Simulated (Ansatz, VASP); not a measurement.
**Two plane-wave programs on SrO**

Contents of INCAR:

```
SYSTEM = SrO
PREC     = Accurate       ! precision mode
ENCUT    = 520            ! plane-wave cutoff, eV
EDIFF    = 1E-6           ! SCF threshold, eV
ISMEAR   = 0              ! smearing method
SIGMA    = 0.05           ! smearing width, eV
LREAL    = .False.        ! projectors in reciprocal space
LASPH    = .True.         ! aspherical terms in the spheres
NELM     = 100            ! most SCF steps
ALGO     = Fast           ! electronic algorithm
ISIF     = 2              ! what is computed and relaxed
LWAVE    = .False.        ! write WAVECAR
LCHARG   = .False.        ! write CHGCAR
GGA      = PE             ! functional
NBANDS   = 15             ! bands
```

KPOINTS

```
Automatic mesh
0
Gamma
  8 8 8
  0 0 0
```

File POSCAR:

```
SrO
1.0
    0.0000000000      2.5973917585      2.5973917585
    2.5973917585      0.0000000000      2.5973917585
    2.5973917585      2.5973917585      0.0000000000
Sr O
1 1
Direct
    0.0000000000      0.0000000000      0.0000000000
    0.4591644130      0.5000000000      0.5000000000
```

Input for Ansatz:

```yaml
crystal:
  lattice:
    - [0.0, 2.5973917585, 2.5973917585]
    - [2.5973917585, 0.0, 2.5973917585]
    - [2.5973917585, 2.5973917585, 0.0]
  atoms:
    - { symbol: Sr, position: [0.0, 0.0, 0.0] }
    - { symbol: O, position: [0.459164413, 0.5, 0.5] }
basis:
  ecutwfc: 420
kpoints:
  mp_grid: { grid: [8, 8, 8] }
hamiltonian:
  xc: pbe
scf:
  occupations: { method: gaussian, width: 0.05 }
output:
  forces: true
  stress: true
  eigenvalues: true
```

Change from the starting cell: all O atoms moved +0.150 Å, as atom 2 towards its neighbour atom 2 (O) at 3.673 Å.

Alike in both runs: task single point; functional PBE; k mesh 8 × 8 × 8; occupations gaussian, width 0.05 eV; no spin polarisation.

|  | VASP | Ansatz |
| --- | --- | --- |
| version | VASP 6.6.1 | Ansatz 0.2.0 |
| potentials or method | VASP PAW PBE potentials, release 64 (Sr_sv, O) | scalar-relativistic, plane waves, PAW |
| plane-wave cutoff (eV) | 520 | 420 |
| valence electrons in the cell | 16 | 16 |

Ansatz gave:

- gap on the k mesh at the Fermi level (eV): 3.46
- least direct gap on the mesh (eV): 3.52
- pressure (GPa): 0.5
- largest component of the traceless stress (GPa): 0.70
- rms of the force components (eV/Å): 0.166

Problem. Estimate VASP's values.

Solution. gap on the k mesh at the Fermi level (eV): 3.42; least direct gap on the mesh (eV): 3.48; pressure (GPa): 1.1; largest component of the traceless stress (GPa): 0.75; rms of the force components (eV/Å): 0.178.

Atom by atom the forces differ by 0.011 eV/Å (rms over components).

A k mesh can miss the band edges.
